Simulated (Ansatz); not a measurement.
What moves the pressure of BeTe?

```yaml
crystal:
  lattice:
    - [0.00000, 2.77000, 2.77000]
    - [2.77000, 0.00000, 2.77000]
    - [2.77000, 2.77000, 0.00000]
  atoms:
    - { symbol: Be, position: [0.00000, 0.00000, 0.00000] }
    - { symbol: Te, position: [0.75000, 0.75000, 0.75000] }
```

Atoms are numbered in the order listed.

The cell is COD entry 9008838, as deposited and not checked against the literature; nothing was relaxed. It differs from other determinations.

All numbers below come from DFT, PBE, all-electron LAPW, scalar-relativistic (Ansatz 0.2.0).

Numerical set-up: a Γ-centred 11×11×11 k mesh, Fermi–Dirac smearing of 0.05 eV, basis error target 0.5 meV/atom, no spin polarisation.

Spin–orbit coupling is off unless a change turns it on.

In this reference run the pressure is 4.3 GPa (positive in compression). Each change below is made alone, on the same k mesh, with fractional coordinates held unless an atom is moved; x, y and z are the Cartesian axes.

(1) Order the changes by the shift of the pressure, most negative first.
A. functional pbesol
B. z strained by +3 % at fixed volume
C. no relativity
D. functional lda
E. volume scaled by 0.975
F. volume scaled by 1.025

Results:

(1) D (-3.8 GPa), A (-2.0 GPa), F (-1.7 GPa), B (0.0 GPa), C (+0.8 GPa), E (+1.9 GPa).
